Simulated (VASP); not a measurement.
# Ag: intraband terms of a metal's spectrum

Ag, R-3m (no. 166), 3 atoms in the cell. PBE, independent-particle dielectric function; PAW potentials Ag (PBE set).

## Input

INCAR.step1:
```
PREC = Accurate ; ENCUT = 290
ISMEAR = 1 ; SIGMA = 0.1
EDIFF = 1E-7 ; LASPH = True
KPAR = 4 ; LWAVE = False
LCHARG = True ; LMAXMIX = 4
```

INCAR.step2:
```
PREC = Accurate ; ENCUT = 290
ISMEAR = 0 ; SIGMA = 0.3
EDIFF = 1E-6 ; LASPH = True
KPAR = 4 ; LWAVE = True
LCHARG = False ; LMAXMIX = 4
ICHARG = 11 ; NBANDS = 38
NEDOS = 3000 ; OMEGAMAX = 30
CSHIFT = 0.1
```

INCAR.step3, as INCAR.step2 but for:
```
- LWAVE = True
+ LWAVE = False
+ LOPTICS = True
+ ALGO = None
+ NELM = 1
+ ISTART = 1
```

INCAR.step4, as INCAR.step3 but for:
```
+ WPLASMAI = 0.03
```

INCAR.step5 to INCAR.step6 change the same tag again: WPLASMAI = 0.1, 0.3.

INCAR.step7, as INCAR.step6 but for:
```
- WPLASMAI = 0.3
+ RTIME = 20
```

INCAR.step8, as INCAR.step7 but for:
```
- RTIME = 20
+ RTIME = 1
```

INCAR.step9, as INCAR.step8 but for:
```
- RTIME = 1
+ LNABLA = True
```

INCAR.step10, as INCAR.step9 but for:
```
- ISMEAR = 0
- LNABLA = True
+ ISMEAR = -5
```

KPOINTS.step1:
```
k-points
0
Gamma
  10 10 10
```

KPOINTS.step2:
```
k-points
0
Gamma
  9 9 9
```

POSCAR:
```
Ag
1.0
    1.4730471633      0.8504641763      7.2046500000
   -1.4730471633      0.8504641763      7.2046500000
    0.0000000000     -1.7009283525      7.2046500000
Ag
3
Direct
    0.2222810000      0.2222810000      0.2222810000
    0.7777190000      0.7777190000      0.7777190000
    0.0000000000      0.0000000000      0.0000000000
```

Commands (each step's output is kept before the next begins):
```
cat potpaw_PBE.64/Ag/POTCAR > POTCAR
cp INCAR.step1 INCAR
cp KPOINTS.step1 KPOINTS
mpirun -np 4 vasp_std > vasp.out
cp INCAR.step2 INCAR
cp KPOINTS.step2 KPOINTS
mpirun -np 4 vasp_std > vasp.out
cp INCAR.step3 INCAR
mpirun -np 4 vasp_std > vasp.out
cp INCAR.step4 INCAR
mpirun -np 4 vasp_std > vasp.out
cp INCAR.step5 INCAR
mpirun -np 4 vasp_std > vasp.out
cp INCAR.step6 INCAR
mpirun -np 4 vasp_std > vasp.out
cp INCAR.step7 INCAR
mpirun -np 4 vasp_std > vasp.out
cp INCAR.step8 INCAR
mpirun -np 4 vasp_std > vasp.out
cp INCAR.step9 INCAR
mpirun -np 4 vasp_std > vasp.out
cp INCAR.step10 INCAR
mpirun -np 4 vasp_std > vasp.out
```

## Result

- Bands: 38

One ground state, settings moved in the last step alone:

| Settings | Plasma frequency (eV) | Im ε at 0.5 eV | Im ε at 1 eV | Im ε at 2 eV | Im ε at 4 eV | Time (s) |
|---|---|---|---|---|---|---|
| interband part alone | 7.83 | 0.4 | 0.9 | 0.5 | 4.3 | 24 |
| Drude term, WPLASMAI 0.03 | 7.83 | 15.1 | 2.8 | 0.7 | 4.4 | 24 |
| Drude term, WPLASMAI 0.1 | 7.83 | 47.6 | 7.0 | 1.2 | 4.4 | 24 |
| Drude term, WPLASMAI 0.3 | 7.83 | 108.6 | 17.8 | 2.7 | 4.6 | 24 |
| relaxation time RTIME 20 fs | 7.83 | 16.5 | 2.9 | 0.7 | 4.4 | 24 |
| relaxation time RTIME 1 fs | 7.83 | 118.6 | 29.1 | 5.0 | 4.9 | 23 |
| transversal form (LNABLA) | 7.90 | 0.4 | 0.9 | 0.5 | 4.1 | 23 |
| tetrahedron method | – | – | – | – | – | no result |

VASP 6.6.1 took 353 s on 4 cores (Intel Xeon Platinum 8175M @ 2.50GHz (Skylake/Cascade Lake)), a shared host.
